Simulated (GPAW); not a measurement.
The system is SiNi3.

```
CELL_PARAMETERS angstrom
3.54200 0.00000 0.00000
0.00000 3.54200 0.00000
0.00000 0.00000 3.54200
ATOMIC_POSITIONS crystal
Ni 0.50000 0.50000 0.00000
Ni 0.50000 0.00000 0.50000
Ni 0.00000 0.50000 0.50000
Si 0.00000 0.00000 0.00000
```

Base run:

* Program: GPAW 26.7.0
* Functional: RPBE
* Potentials or basis: the program's PAW data sets (release 1.2.1) made for this functional
* Cutoff: 600 eV
* Basis: pw
* k mesh: 5 × 5 × 5
* Occupations: fermi-dirac, width 0.05 eV
* Spin: collinear spin, ferromagnetic start
* Starting moments: [1.0, 1.0, 1.0, 0.0] μB

Its results: pressure 0.8 GPa; net moment 0.00 μB per cell.

**Question.** The run is repeated on the same cell with these changes: functional from RPBE to r2SCAN; potentials or basis from the program's PAW data sets (release 1.2.1) made for this functional to GPAW PAW data sets (gpaw-data 1.2.1). What comes out?

**Answer.** Pressure -10.5 GPa; net moment 0.26 μB per cell; site moments Ni +0.11; Si -0.01 μB.

Caveats: the stock nickel data set gives pressures a few GPa off other programs; the PAW data sets were made with another functional, which shifts forces and pressure a little (some runs).
